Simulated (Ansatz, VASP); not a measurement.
## One calculation of GaAs, two programs

```
Ga As
1.0
     0.00000    2.83309    2.83309
     2.83309    0.00000    2.83309
     2.83309    2.83309    0.00000
Ga As
1 1
Direct
  0.00000 0.00000 0.00000
  0.25000 0.25000 0.25000
```

The cell was built by a generator and needn't be a form met in nature.

Alike in both runs: task single point; functional r2SCAN; k mesh 6 × 6 × 6; no spin polarisation.

|  | VASP | Ansatz |
| --- | --- | --- |
| version | VASP 6.6.1 | Ansatz 0.2.0 |
| potentials or method | VASP PAW PBE potentials, release 64 (Ga_d, As) | plane waves, PAW |
| plane-wave cutoff (eV) | 520 | 500 |
| occupations | gaussian, width 0.01 eV | fixed |
| valence electrons in the cell | 18 | 28 |

Ansatz gave:

```
gap on the k mesh at the Fermi level (eV) : 0.96
pressure (GPa)                            : 0.0
```

Question: Which values does VASP return?

Answer: gap on the k mesh at the Fermi level (eV): 0.94; pressure (GPa): 0.1.

The two sets of potentials don't hold the same shells in valence.

Caveats: the PAW data sets were made with another functional, which shifts forces and pressure a little (VASP). A k mesh can miss the band edges. r2SCAN opens gaps a little over a GGA but as a rule still falls short of measured ones.
